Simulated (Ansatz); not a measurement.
Al2O3: relaxation of cell and atoms with PBE

The system is Al2O3.

```
CELL_PARAMETERS angstrom
2.88432 0.00000 0.00000
-1.44216 2.49790 0.00000
0.00000 0.00000 9.33675
ATOMIC_POSITIONS crystal
Al 0.00000 0.00000 0.85001
Al 0.00000 0.00000 0.14999
O 0.33333 0.66667 0.77768
O 0.66667 0.33333 0.00000
O 0.33333 0.66667 0.22232
```

Measurements of this composition are mostly on another form, of space group No. 167.

```json
{
 "Program": "Ansatz 0.2.0",
 "Task": "relaxation of cell and atoms",
 "Functional": "PBE",
 "Potentials or basis": "Ansatz PAW",
 "Cutoff": "420 eV (not typed: the program's choice for these potentials)",
 "k mesh": "11 × 11 × 3",
 "Occupations": "fermi-dirac, width 0.05 eV",
 "Spin": "no spin polarisation"
}
```

| Property | Result |
| --- | --- |
| Relaxed volume | 13.40 Å³/atom |
| Relaxed cell | a = 2.884 Å, b = 2.884 Å, c = 9.302 Å, α = 90.00°, β = 90.00°, γ = 120.00° |
| Space group after relaxing (to 0.05 Å) | P-6m2 (No. 187) |
| Energy gained by relaxing | 0.0 meV/atom |
| Ionic steps | 5 |
| Pressure after relaxing | 0.0 GPa |
| Largest force after relaxing | 0.005 eV/Å |
| Band gap on the k mesh | 4.78 eV, indirect (least direct gap 5.01 eV) |

Forces on the atoms (eV/Å):
```
Al   0.000  0.000 -0.005
Al   0.000  0.000  0.005
O    0.000  0.000  0.004
O    0.000  0.000  0.000
O    0.000  0.000 -0.004
```

Final structure:
```xyz
5
Lattice="2.8840 0.0000 0.0000 -1.4420 2.4976 0.0000 0.0000 0.0000 9.3018" Properties=species:S:1:pos:R:3 pbc="T T T"
Al    0.0000    0.0000    7.9015
Al    0.0000    0.0000    1.4003
O     0.0000    1.6651    7.2233
O     1.4420    0.8325    0.0000
O     0.0000    1.6651    2.0784
```

Levels at points of the mesh, in eV from the valence-band top:
```csv
k point,band 9,band 10,band 11,band 12,band 13,band 14,band 15,band 16
"(0.00, 0.00, 0.00)",-1.24,-0.52,-0.52,-0.23,4.78,7.41,7.81,9.17
```

Run time: 13 s on 2 threads of Intel(R) Xeon(R) Processor @ 2.70GHz, on a shared host, peak memory 0.39 GiB.

Caveat: odd divisions of the mesh miss points on the zone boundary, where band edges often lie, so the gap on the mesh can be too wide; the plane-wave basis is chosen anew once the cell has moved, so the energies of steps on either side of that aren't comparable; the pressure holds a Pulay correction of +0.5 GPa for the finite cutoff. A k mesh can miss the band edges.
